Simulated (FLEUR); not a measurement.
## BP under changes of volume

One of the cells (11.682 Å³/atom); the others are scaled copies at fixed shape and fractional positions:

```
CELL_PARAMETERS angstrom
0.00000 2.26900 2.26900
2.26900 0.00000 2.26900
2.26900 2.26900 0.00000
ATOMIC_POSITIONS crystal
P 0.75000 0.75000 0.75000
B 0.00000 0.00000 0.00000
```

```yaml
Program: FLEUR MaX-R8.1 (later development tree)
Functional: r2SCAN
Potentials_or_basis: all-electron
Basis: FLAPW
Kmax: 5.47 1/bohr
k_mesh: 10 × 10 × 10
Occupations: fermi-dirac, width 0.05 eV
Spin: no spin polarisation
```

| volume (Å³/atom) | energy over the lowest point (meV/atom) | gap on the mesh (eV) |
| --- | --- | --- |
| 10.981 | ? | ? |
| 11.214 | 9.94 | 1.36 |
| 11.682 | 0.00 | 1.42 |
| 12.149 | 9.79 | 1.47 |
| 12.383 | 20.99 | 1.50 |

**Question.** What does the run at 10.981 Å³/atom give?

**Answer.** Energy over the lowest point 23.55 meV/atom; gap on the mesh 1.33 eV.

Worked out: A Birch-Murnaghan fit of order 2 (a polynomial in V^(-2/3)) to the other rows has its minimum at 11.67 Å³/atom with B0 = V·E''(V) = 169 GPa. It gives 23.61 meV/atom at 10.981 Å³/atom, against the run's 23.55. A straight line through the other rows of the gap, of slope 1.39 eV per unit of ln V, extrapolates to 1.33 eV, against the run's 1.33.

Energies are extrapolated to zero smearing.

Caveats: the meta-GGA is that of a development version, with a GGA for the radial functions and cores and without core tails.

A mesh can miss the band edges.
